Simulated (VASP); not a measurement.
# SnO in VASP: further runs

One slab, SnO, is run at these levels: PBE; tasks: single point.

Everything below comes from runs of VASP 6.6.1. Logs are shortened: lines on timing, memory, paths and dates and some standing lists are left out, and cuts for length are marked.

### 1 The slab as given

The cell holds a slab with vacuum, 4 atoms: a = 3.799 Å, b = 3.799 Å, c = 20.736 Å, α = 90.00°, β = 90.00°, γ = 97.68°.

### 2 Single point, PBE

File INCAR:

```
PREC = Accurate
ENCUT = 650
EDIFF = 1E-7
ISMEAR = 0
SIGMA = 0.05
LREAL = False
LASPH = True
NELM = 120
ALGO = Normal
ISIF = 2
LWAVE = False
LCHARG = False
LDIPOL = True
IDIPOL = 3
DIPOL = 0.5 0.5 0.500
GGA = PE
NBANDS = 32
LVHAR = True
LVACPOTAV = True
```

File KPOINTS:

```
Automatic mesh
0
Gamma
  8 8 1
```

File POSCAR:

```
SnO
1.0
    3.7986313300      0.0000000000      0.0000000000
   -0.5079724300      3.7645137800      0.0000000000
    0.0000000000      0.0000000000     20.7355200000
Sn O
2 2
Direct
    0.0000000000      0.0000000000      0.4348422417
    0.4410000000      0.5590000000      0.5667665918
    0.0700000000      0.5700000000      0.4991955832
    0.4300000000      0.9300000000      0.4991955832
```

Potentials or basis: VASP PAW PBE potentials, release 64 (Sn_d, O).

Launch:

```bash
$ cat potpaw_PBE.64/Sn_d/POTCAR potpaw_PBE.64/O/POTCAR > POTCAR
$ mpirun -np 1 vasp_std > vasp.out
```

OUTCAR:

```text
PREC = Accurate
   ENCUT = 650
   EDIFF = 1E-7
   ISMEAR = 0
   LREAL = False
   LASPH = True
   NELM = 120
   ISIF = 2
   GGA = PE

 Found     21 irreducible k-points:

 Following reciprocal coordinates:
            Coordinates               Weight
  0.000000  0.000000  0.000000      1.000000
  0.125000  0.000000  0.000000      4.000000
  0.250000  0.000000  0.000000      4.000000
  0.375000  0.000000  0.000000      4.000000
  0.500000  0.000000  0.000000      2.000000
  0.125000  0.125000  0.000000      2.000000
   k-points           NKPTS =     21   k-points in BZ     NKDIM =     21   number of bands    NBANDS=     32
   number of dos      NEDOS =    301   number of ions     NIONS =      4
   total plane-waves  NPLWV = 184320
   dimension x,y,z NGX =    32 NGY =   32 NGZ =  180
   dimension x,y,z NGXF=    64 NGYF=   64 NGZF=  360
   ions per type =               2   2
   NGX,Y,Z   is equivalent  to a cutoff of  14.00, 14.00, 14.43 a.u.
   NGXF,Y,Z  is equivalent  to a cutoff of  28.01, 28.01, 28.86 a.u.
 SYSTEM =  unknown system
   PREC   = accura    normal or accurate (medium, high low for compatibility)
   ISTART =      0    job   : 0-new  1-cont  2-samecut
   ICHARG =      2    charge: 1-file 2-atom 10-const
   ISPIN  =      1    spin polarized calculation?
   LNONCOLLINEAR =      F non collinear calculations
   LSORBIT =      F    spin-orbit coupling
   LASPH  =      T    aspherical Exc in radial PAW
   ENCUT  =  650.0 eV  47.77 Ry    6.91 a.u.   7.90  7.90 43.11*2*pi/ulx,y,z
   NELM   =    120;   NELMIN=  2; NELMDL= -5     # of ELM steps
   EDIFF  = 0.1E-06   stopping-criterion for ELM
   LREAL  =      F    real-space projection
   EDIFFG = 0.1E-05   stopping-criterion for IOM
   NSW    =      0    number of steps for IOM
   IBRION =     -1    ionic relax: 0-MD 1-quasi-New 2-CG
   NFREE  =      0    steps in history (QN), initial steepest desc. (CG)
   ISIF   =      2    stress and relaxation
   ISYM   =      2    0-nonsym 1-usesym 2-fastsym
   POTIM  = 0.5000    time-step for ionic-motion
   TEBEG  =    0.0;   TEEND  =   0.0 temperature during run
   PSTRESS=    0.0 pullay stress
   NELECT =      40.0000    total number of electrons
   NUPDOWN=      -1.0000    fix difference up-down
   EMIN   =  10.00;   EMAX   =-10.00  energy-range for DOS
   EFERMI =   0.00;   METHOD = LEGACY
   ISMEAR =     0;   SIGMA  =   0.05  broadening in eV -4-tet -1-fermi 0-gaus
   EFERMI_NEDOS =   21; number of points for ismear=-14 and -15
   IALGO  =     38    algorithm
   IMIX   =      4    mixing-type and parameters
     AMIX     =   0.40;   BMIX     =  1.00
     AMIX_MAG =   1.60;   BMIX_MAG =  1.00
  volume/ion in A,a.u.               =      74.13       500.25
  Fermi-wavevector in a.u.,A,eV,Ry     =   0.839610  1.586634  9.591369  0.704946
  Thomas-Fermi vector in A             =   1.953857
   LORBIT       =      0    0 simple, 1 ext, 2 COOP (PROOUT), +10 PAW based schemes
   GGA     = PE    functional components
   LHFCALC =     F    Hartree Fock is set to
   AEXX    =    0.0000 exact exchange contribution
   IVDW    =     0    specifies the selected vdW correction
   LEPSILON=     F    determine dielectric tensor
   LRPA    =     F    only Hartree local field effects (RPA)
 non-spin polarized calculation
 Gauss-broadening in eV      SIGMA  =   0.05
  energy-cutoff  :      650.00
  volume of cell :      296.52
 maximum number of plane-waves:     11210
   NGX = 15   NGY = 15   NGZ = 87

 dipolmoment           0.000000      0.000000     -0.000044 electrons x Angstroem

 number of electron      39.9999994 magnetization

 dipolmoment           0.000000      0.000000      0.001935 electrons x Angstroem

 Free energy of the ion-electron system (eV)
  ---------------------------------------------------
  ext. energy  EPLUGINS =         0.00000000
  ---------------------------------------------------
  free energy    TOTEN  =       -18.75220469 eV

  energy without entropy =      -18.75107167  energy(sigma->0) =      -18.75163818

 E-fermi :  -0.3774     XC(G=0):  -3.2031

 val. band max:       -0.4057562016   @ k =  -0.2500   0.2500   0.0000
 cond. band min:      -0.3720681599   @ k =   0.5000   0.5000   0.0000
 fundamental gap:      0.0336880417
 Fermi energy:        -0.3773816949

 k-point     1 :       0.0000    0.0000    0.0000
  band No.  band energies     occupation
      1     -23.3206      2.00000
      2     -22.9715      2.00000
      3     -22.7885      2.00000
      4     -22.7586      2.00000
      5     -22.7361      2.00000
      6     -22.7276      2.00000
[... 24 lines left out ...]
     31       5.6579      0.00000
     32       6.4013      0.00000

 k-point     2 :       0.1250    0.0000    0.0000
  band No.  band energies     occupation
      1     -23.3337      2.00000
      2     -22.9627      2.00000
      3     -22.7844      2.00000
      4     -22.7600      2.00000
      5     -22.7365      2.00000
      6     -22.7292      2.00000
[... 24 lines left out ...]
     31       5.8762      0.00000
     32       6.5963      0.00000

 k-point     3 :       0.2500    0.0000    0.0000
  band No.  band energies     occupation
      1     -23.3630      2.00000
      2     -22.9454      2.00000
      3     -22.7762      2.00000
      4     -22.7635      2.00000
      5     -22.7367      2.00000
      6     -22.7324      2.00000
[... 24 lines left out ...]
     31       6.2981      0.00000
     32       6.9970      0.00000

 k-point     4 :       0.3750    0.0000    0.0000
  band No.  band energies     occupation
      1     -23.3895      2.00000
      2     -22.9335      2.00000
      3     -22.7720      2.00000
      4     -22.7658      2.00000
      5     -22.7370      2.00000
      6     -22.7324      2.00000
[... 24 lines left out ...]
     31       6.0242      0.00000
     32       6.4474      0.00000

 k-point     5 :       0.5000    0.0000    0.0000
  band No.  band energies     occupation
      1     -23.3998      2.00000
      2     -22.9301      2.00000
      3     -22.7722      2.00000
      4     -22.7655      2.00000
      5     -22.7375      2.00000
      6     -22.7308      2.00000
[... 24 lines left out ...]
     31       5.7888      0.00000
     32       6.2868      0.00000

 k-point     6 :       0.1250    0.1250    0.0000
  band No.  band energies     occupation
      1     -23.3485      2.00000
      2     -22.9481      2.00000
      3     -22.7810      2.00000
      4     -22.7617      2.00000
      5     -22.7331      2.00000
      6     -22.7277      2.00000
[... 24 lines left out ...]
     31       5.9105      0.00000
     32       6.9644      0.00000

 [... further k-points ...]

------------------------ aborting loop because EDIFF is reached ----------------------------------------

  FORCE on cell =-STRESS in cart. coord.  units (eV):
  Direction    XX          YY          ZZ          XY          YZ          ZX
  --------------------------------------------------------------------------------------
  -------------------------------------------------------------------------------------
  Total        6.6501784      8.8701129     -0.9555848      8.2258144     -2.7767237      3.1765611
  in kB       35.9329533     47.9279399     -5.1633175     44.4465975    -15.0034895     17.1639337
  external PRESSURE =      26.2325253 kB  Pullay stress =       0.0000000 kB

 VOLUME and BASIS-vectors are now :
 -----------------------------------------------------------------------------
  energy-cutoff  :      650.00
  volume of cell :      296.52
      direct lattice vectors                 reciprocal lattice vectors
     3.798631330  0.000000000  0.000000000     0.263252712  0.035522548  0.000000000
    -0.507972430  3.764513780  0.000000000     0.000000000  0.265638555  0.000000000
     0.000000000  0.000000000 20.735520000     0.000000000  0.000000000  0.048226425

 POSITION                                       TOTAL-FORCE (eV/Angst)
 -----------------------------------------------------------------------------------
      0.00000      0.00000      9.01668        -0.717299      0.627010      1.416494
      1.39124      2.10436     11.75220         1.584197     -1.384788      0.737142
     -0.02364      2.14577     10.35108        -6.570814     -6.642257     -1.076818
      1.16100      3.50100     10.35108         5.703916      7.400035     -1.076818
 -----------------------------------------------------------------------------------
    total drift:                               -0.000023      0.000020     -0.000073

  FREE ENERGIE OF THE ION-ELECTRON SYSTEM (eV)
  ---------------------------------------------------
  free  energy   TOTEN  =       -18.7522046882 eV

  energy  without entropy=      -18.7510716663  energy(sigma->0) =      -18.75163818

 vacuum level on the upper side and lower side of the slab         2.600         2.575
```

OSZICAR:

```text
N       E                     dE             d eps       ncg     rms          rms(c)
DAV:   1     0.391831644324E+03    0.39183E+03   -0.20062E+04  1464   0.132E+03
DAV:   2     0.463808218405E+02   -0.34545E+03   -0.32994E+03  1496   0.332E+02
DAV:   3    -0.207849984457E+02   -0.67166E+02   -0.63660E+02  1800   0.146E+02
[... 18 lines left out ...]
DAV:  22    -0.187522020670E+02   -0.13991E-05   -0.13564E-07  1240   0.148E-03    0.446E-04
DAV:  23    -0.187522032894E+02   -0.12224E-05   -0.25854E-08  1168   0.120E-03    0.874E-05
DAV:  24    -0.187522043882E+02   -0.10988E-05   -0.20109E-08  1192   0.484E-04    0.152E-04
DAV:  25    -0.187522046198E+02   -0.23155E-06   -0.40434E-09  1136   0.353E-04    0.123E-04
DAV:  26    -0.187522046882E+02   -0.68457E-07   -0.14898E-09  1088   0.179E-04
   1 F= -.18752205E+02 E0= -.18751638E+02  d E =-.113302E-02
```

Run time: 3.9 min. Hardware: 1 thread of Intel Xeon 6975P-C (Granite Rapids), shared host; peak memory 0.57 GiB.

The run converged, but some of its settings lie outside the range that counts as converged, so its numbers aren't taken as properties of the slab.

What came out:

| Item | Value |
| --- | --- |
| Free energy | -18.7522 eV |
| Largest force | 9.405 eV/Å |
| Band gap on the k mesh | 0.03 eV, indirect (least direct gap 0.26 eV) |
| Ionisation potential of the upper face | 3.01 eV |

Caveat: spin-orbit coupling is left out, which moves the levels of the heavy elements.

### 3 Single point, PBE

INCAR, as its differences from that of step 2:

```diff
@@ -1,3 +1,3 @@
 PREC = Accurate
-ENCUT = 650
+ENCUT = 750
 EDIFF = 1E-7
```

KPOINTS is that of step 2.

POSCAR is that of step 2.

Potentials or basis: VASP PAW PBE potentials, release 64 (Sn_d, O).

Launch:

```bash
$ cat potpaw_PBE.64/Sn_d/POTCAR potpaw_PBE.64/O/POTCAR > POTCAR
$ mpirun -np 1 vasp_std > vasp.out
```

It took 4.8 min on 1 thread of Intel Xeon 6975P-C (Granite Rapids), shared host; peak memory 0.72 GiB.

These settings aren't checked as converged: the numbers below hold their error.

What came out:

```yaml
Free_energy: -18.7561 eV
Largest_force: 9.402 eV/Å
Band_gap_on_the_k_mesh: 0.03 eV, indirect (least direct gap 0.26 eV)
Ionisation_potential_of_the_upper_face: 3.01 eV
```

Caveat: spin-orbit coupling is left out, which moves the levels of the heavy elements.

### 4 Single point, PBE

This run uses another cell than the first one, of 52.68 Å³/atom, 0.711 times its volume.

INCAR, as its differences from that of step 3:

```diff
@@ -1,3 +1,3 @@
 PREC = Accurate
-ENCUT = 750
+ENCUT = 280
 EDIFF = 1E-7
```

File KPOINTS:

```
Automatic mesh
0
Gamma
  3 3 1
```

File POSCAR:

```
SnO
1.0
    3.7986313300      0.0000000000      0.0000000000
   -0.5079724300      3.7645137800      0.0000000000
    0.0000000000      0.0000000000     14.7355200000
Sn O
2 2
Direct
    0.0000000000      0.0000000000      0.4083113456
    0.4410000000      0.5590000000      0.5939525717
    0.0700000000      0.5700000000      0.4988680413
    0.4300000000      0.9300000000      0.4988680413
```

Launch:

```bash
$ cat potpaw_PBE.64/Sn_d/POTCAR potpaw_PBE.64/O/POTCAR > POTCAR
$ mpirun -np 1 vasp_std > vasp.out
```

Wall time 9.4 s (1 thread of Intel Xeon 6975P-C (Granite Rapids), shared host); peak memory 0.19 GiB.

The run converged, but a check on its numbers failed (symmetry, net force, bounds or a known fault of this set-up), so they aren't taken as properties of the slab.

Caveat: the k mesh is coarse (spacing up to 0.56 Å⁻¹), so the values aren't converged; the cutoff lies under the usual one of these potentials, so the numbers hold a large basis-set error; spin-orbit coupling is left out, which moves the levels of the heavy elements.

### 5 Single point, PBE

This run uses another cell than the first one, of 24.08 Å³/atom, 0.325 times its volume.

INCAR, as its differences from that of step 4:

```diff
@@ -1,3 +1,3 @@
 PREC = Accurate
-ENCUT = 280
+ENCUT = 460
 EDIFF = 1E-7
```

File KPOINTS:

```
Automatic mesh
0
Gamma
  5 5 1
```

File POSCAR:

```
SnO
1.0
    3.7986313300      0.0000000000      0.0000000000
   -0.5079724300      3.7645137800      0.0000000000
    0.0000000000      0.0000000000      6.7355200000
Sn O
2 2
Direct
    0.0000000000      0.0000000000      0.2994096967
    0.4410000000      0.5590000000      0.7055431503
    0.0700000000      0.5700000000      0.4975235765
    0.4300000000      0.9300000000      0.4975235765
```

Launch:

```bash
$ cat potpaw_PBE.64/Sn_d/POTCAR potpaw_PBE.64/O/POTCAR > POTCAR
$ mpirun -np 1 vasp_std > vasp.out
```

It took 14 s on 1 thread of Intel Xeon 6975P-C (Granite Rapids), shared host; peak memory 0.18 GiB.

These settings aren't checked as converged: the numbers below hold their error.

What came out:

| Quantity | Value |
| --- | --- |
| Free energy | -18.7728 eV |
| Largest force | 9.254 eV/Å |
| Band gap on the k mesh | 0.06 eV, indirect (least direct gap 0.22 eV) |

Caveat: the cutoff is under 1.25 times the usual one of these potentials, so pressure, stress and relaxed cells hold a basis-set (Pulay) error; spin-orbit coupling is left out, which moves the levels of the heavy elements.
